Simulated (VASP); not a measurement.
Crystal: CaSe.

```
Se Ca
1.0
     0.00000    2.95600    2.95600
     2.95600    0.00000    2.95600
     2.95600    2.95600    0.00000
Se Ca
1 1
Direct
  0.50000 0.50000 0.50000
  0.00000 0.00000 0.00000
```

Program: VASP 6.6.1. Alike in all runs: cell as given; cutoff (eV) 520.

Question: Order these runs on this cell by their pressure, lowest first.
A. level r2SCAN; potentials or basis VASP PAW PBE potentials, release 64 (Se, Ca_sv); spin SOC, no magnetisation; k mesh 6 × 6 × 6; smearing gaussian 0.02 eV; ladder gaps
B. level LDA; potentials or basis VASP PAW LDA potentials, release 64 (Se, Ca_sv); spin SOC, no magnetisation; k mesh 6 × 6 × 6; smearing gaussian 0.02 eV; ladder free
C. level PBEsol; potentials or basis VASP PAW PBE potentials, release 64 (Se, Ca_sv); spin off; k mesh 8 × 8 × 8; smearing fermi-dirac 0.05 eV; ladder free

Answer: B (-2.9 GPa), C (-0.9 GPa), A (0.9 GPa).

Caveats: the PAW data sets were made with another functional, which shifts forces and pressure a little (some runs).
